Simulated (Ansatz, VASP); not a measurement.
## Two plane-wave programs on Te2Mo

Contents of INCAR:

```
ALGO = Normal ; EDIFF = 1E-7
ENCUT = 520 ; GGA = PE
ISIF = 2 ; ISMEAR = -1
LASPH = True ; LCHARG = False
LREAL = False ; LWAVE = False
NBANDS = 20 ; NELM = 100
PREC = Accurate ; SIGMA = 0.02
```

Contents of KPOINTS:

```
k-points
0
Gamma
  6 6 6
```

File POSCAR:

```
Te2Mo
1.0
    0.0000000000      3.3148317918      3.3148317918
    3.3148317918      0.0000000000      3.3148317918
    3.3148317918      3.3148317918      0.0000000000
Mo Te
1 2
Direct
    0.0000000000      0.0000000000      0.0000000000
    0.2500000000      0.2500000000      0.2500000000
    0.7500000000      0.7500000000      0.7500000000
```

Input for Ansatz:

```yaml
crystal:
  lattice:
    - [0.0, 3.3148317918, 3.3148317918]
    - [3.3148317918, 0.0, 3.3148317918]
    - [3.3148317918, 3.3148317918, 0.0]
  atoms:
    - { symbol: Mo, position: [0.0, 0.0, 0.0] }
    - { symbol: Te, position: [0.25, 0.25, 0.25] }
    - { symbol: Te, position: [0.75, 0.75, 0.75] }
kpoints:
  mp_grid: { grid: [6, 6, 6] }
  band_path:
    path:
      - [[0.0, 0.0, 0.0], [0.5, 2.928612159354e-17, 0.5], [0.625, 0.25, 0.625]]
      - [[0.375, 0.375, 0.75], [0.0, 0.0, 0.0], [0.5, 0.5, 0.5], [0.5, 0.25, 0.75], [0.5, 2.928612159354e-17, 0.5]]
    npoints: 10
hamiltonian:
  xc: pbe
scf:
  occupations: { method: fermi_dirac, width: 0.02 }
  n_extra_bands: 4
output:
  forces: true
  stress: true
  eigenvalues: true
  write_density: true
  write_potential: true
  elf: true
  volumetric_format: npy
```

The cell was built by a generator and needn't be a form met in nature.

Alike in both runs: task single point; functional PBE; k mesh 6 × 6 × 6; occupations fermi-dirac, width 0.02 eV; no spin polarisation.

|  | VASP | Ansatz |
| --- | --- | --- |
| version | VASP 6.6.1 | Ansatz 0.2.0 |
| potentials or method | VASP PAW PBE potentials, release 64 (Mo_sv, Te) | plane waves, PAW |
| plane-wave cutoff (eV) | 520 | 420 |
| valence electrons in the cell | 26 | 46 |

|  | VASP | Ansatz | Ansatz less VASP |
| --- | --- | --- | --- |
| pressure (GPa) | 0.7 | 0.7 | +0.03 |

With one functional, cell and mesh, what is left measures potentials, basis and numerics. The two sets of potentials don't hold the same shells in valence.

Spin-orbit coupling is left out, which matters for the levels of Te.
